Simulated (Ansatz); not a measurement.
A SiNi cell: a crystal with Ni and Si atoms exchanged, relaxed.

```yaml
crystal:
  lattice:
    - [-5.04286, -0.03492, 0.53343]
    - [-2.95677, -4.27039, 5.22871]
    - [-2.91901, 3.68983, 4.85079]
  atoms:
    - { symbol: Ni, position: [0.72122, 0.68832, 0.23694] }
    - { symbol: Si, position: [0.86638, 0.19647, 0.66225] }
    - { symbol: Ni, position: [0.19110, 0.77520, 0.17793] }
    - { symbol: Si, position: [0.39262, 0.21133, 0.65262] }
    - { symbol: Si, position: [0.90189, 0.11073, 0.03696] }
    - { symbol: Ni, position: [0.96953, 0.50807, 0.55090] }
    - { symbol: Ni, position: [0.44718, 0.05801, 0.00117] }
    - { symbol: Si, position: [0.41228, 0.57412, 0.62089] }
    - { symbol: Ni, position: [0.03217, 0.42188, 0.94191] }
    - { symbol: Si, position: [0.19387, 0.93144, 0.41277] }
    - { symbol: Ni, position: [0.51035, 0.44619, 0.94835] }
    - { symbol: Si, position: [0.69384, 0.87956, 0.46548] }
    - { symbol: Ni, position: [0.05948, 0.83743, 0.83553] }
    - { symbol: Ni, position: [0.36465, 0.19721, 0.33195] }
    - { symbol: Si, position: [0.66467, 0.74441, 0.85203] }
    - { symbol: Si, position: [0.54795, 0.44605, 0.27281] }
```

All numbers below come from DFT PBEsol, scalar-relativistic, plane waves, PAW in Ansatz 0.2.0.

Settings: cutoff 420 eV, Γ-centred mesh 8×5×6 on the computed 16-atom cell, Gaussian smearing of 0.10 eV; no spin polarisation.

Q: Describe its local order.

A: Counting as bonded all pairs within 1.2 times the summed covalent radii:

| atom → neighbour | mean count | mean length (Å) | spread (Å) |
| --- | --- | --- | --- |
| Ni → Ni | 5.50 | 2.64 | 0.11 |
| Ni → Si | 5.50 | 2.39 | 0.11 |
| Si → Ni | 5.50 | 2.39 | 0.11 |
| Si → Si | 3.00 | 2.52 | 0.09 |

Angles between all pairs of such bonds at an atom (mean ± spread): 97 ± 34° at Ni, 98 ± 33° at Si.

Q: Does it have a gap?

A: It has no gap on the mesh. Levels at Γ next to the Fermi level (eV from it): -0.93, -0.88, -0.74, -0.53, -0.32, -0.04, 0.53, 0.59, 1.52, 1.84, 2.34, 2.55. It lies 0.32 eV/atom below the elements' standard states (static lattices, no corrections for gases).

The final mesh leaves forces up to 0.10 eV/Å and stresses up to 0.5 GPa: the relaxation ran on a coarser mesh, so the cell's shape, its bonds and its energy belong partly to that mesh.

This form isn't the usual stable structure of the compound.

Cost: 2 runs of about 19 core-minutes in all (earlier runs that led there not counted), on Intel Xeon Platinum 8488C (Sapphire Rapids) (shared hosts).